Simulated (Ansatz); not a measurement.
SnTe under compression and expansion

```
Sn Te
1.0
     0.00000    3.15650    3.15650
     3.15650    0.00000    3.15650
     3.15650    3.15650    0.00000
Sn Te
1 1
Direct
  0.00000 0.00000 0.00000
  0.50000 0.50000 0.50000
```

The cell is COD entry 9008726, as deposited and not checked against the literature; nothing was relaxed.

Spin–orbit coupling is left out, though it moves levels of the heavy atoms by tenths of an eV or more.

Methods: DFT, PBE, all-electron LAPW, scalar-relativistic (Ansatz 0.2.0); DFT, PBE, PAW with Ansatz's default frozen-core files, scalar-relativistic (Ansatz 0.2.0).

For LAPW: a Γ-centred 11×11×11 k mesh, Fermi–Dirac smearing of 0.08 eV, basis error target 0.25 meV/atom, no spin polarisation. PAW takes a cutoff of 420 eV at this cell. The Ansatz runs share mesh, smearing and spin set-up. Plane-wave (PAW) pressures include the program's estimate of the Pulay term.

The cell above is scaled evenly, with fractional coordinates and shape held.

```
V/V(cell)  V (Å³/atom)  P, LAPW (GPa)  P, PAW (GPa)  free energy over the lowest listed, PAW (meV/atom)
   0.9400       29.563           5.50          5.50                                                52.1
   0.9500       29.877           4.85          4.84                                                42.0
   0.9600       30.192           4.22          4.22                                                33.1
   0.9750       30.664           3.35          3.34                                                22.0
   0.9800       30.821           3.07          3.07                                                18.8
   0.9900       31.135           2.54          2.54                                                13.3
   1.0000       31.450           2.03          2.03                                                 8.8
   1.0100       31.764           1.55          1.55                                                 5.3
   1.0200       32.079           1.10          1.10                                                 2.7
   1.0250       32.236           0.88          0.88                                                 1.8
   1.0400       32.708           0.26          0.25                                                 0.1
   1.0500       33.022          -0.13         -0.14                                                 0.0
   1.0600       33.337          -0.50         -0.51                                                 0.6
```

Q: What do Birch–Murnaghan fits to the pressures give?

A: LAPW: V0 = 32.91 Å³/atom, B0 = 40 GPa, B0′ = 4.4; PAW: V0 = 32.91 Å³/atom, B0 = 40 GPa, B0′ = 4.4.

PAW's V0 lies -0.01 % from the all-electron value and its B0 0.0 %. Symmetry fixes shape and coordinates here, so this is the relaxed modulus.
